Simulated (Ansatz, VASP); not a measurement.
Two plane-wave programs on LiF

INCAR

```
SYSTEM = LiF
PREC     = Accurate       ! precision mode
ENCUT    = 520            ! plane-wave cutoff, eV
EDIFF    = 1E-6           ! SCF threshold, eV
ISMEAR   = 0              ! smearing method
SIGMA    = 0.05           ! smearing width, eV
LREAL    = .FALSE.        ! projectors in reciprocal space
LASPH    = .TRUE.         ! aspherical terms in the spheres
NELM     = 80             ! most SCF steps
ALGO     = Normal         ! electronic algorithm
ISIF     = 2              ! what is computed and relaxed
LWAVE    = .FALSE.        ! write WAVECAR
LCHARG   = .TRUE.         ! write CHGCAR
GGA      = PE             ! functional
LELF     = .TRUE.         ! ELF
LVHAR    = .TRUE.       
NBANDS   = 18             ! bands
```

File KPOINTS:

```
regular mesh
0
G
  9 9 6
  0 0 0
```

POSCAR

```
LiF
1.0
    3.0467389106      0.0000000000      0.0000000000
   -1.5233694553      2.6385532953      0.0000000000
    0.0000000000      0.0000000000      5.1599570191
Li F
2 2
Direct
    0.3333333333      0.6666666667      0.3300704633
    0.6666666667      0.3333333333      0.8300704633
    0.3333333333      0.6666666667      0.9939266766
    0.6666666667      0.3333333333      0.4939266766
```

Input for Ansatz:

```yaml
crystal:
  lattice:
    - [3.0467389106, 0.0, 0.0]
    - [-1.5233694553, 2.6385532953, 0.0]
    - [0.0, 0.0, 5.1599570191]
  atoms:
    - { symbol: Li, position: [0.3333333333, 0.6666666667, 0.3300704633] }
    - { symbol: Li, position: [0.6666666667, 0.3333333333, 0.8300704633] }
    - { symbol: F, position: [0.3333333333, 0.6666666667, 0.9939266766] }
    - { symbol: F, position: [0.6666666667, 0.3333333333, 0.4939266766] }
basis:
  ecutwfc: 520.0
kpoints:
  mp_grid: { grid: [9, 9, 6] }
hamiltonian:
  xc: pbe
scf:
  occupations: { method: gaussian, width: 0.05 }
output:
  forces: true
  stress: true
  eigenvalues: true
```

Alike in both runs: task single point; functional PBE; k mesh 9 × 9 × 6; occupations gaussian, width 0.05 eV; no spin polarisation.

|  | VASP | Ansatz |
| --- | --- | --- |
| version | VASP 6.6.1 | Ansatz 0.2.0 |
| potentials or method | VASP PAW PBE potentials, release 64 (Li_sv, F) | scalar-relativistic, plane waves, PAW |
| plane-wave cutoff (eV) | 520 | 520 |
| valence electrons in the cell | 20 | 20 |

|  | VASP | Ansatz | Ansatz less VASP |
| --- | --- | --- | --- |
| gap on the k mesh at the Fermi level (eV) | 7.48 | 7.50 | +0.012 |
| least direct gap on the mesh (eV) | 7.48 | 7.50 | +0.012 |
| rms of the force components (eV/Å) | 0.502 | 0.483 | -0.0191 |

Atom by atom the forces differ by 0.019 eV/Å (rms over components).

Caveats: an odd mesh through Γ misses points on the zone boundary, where band edges often lie.
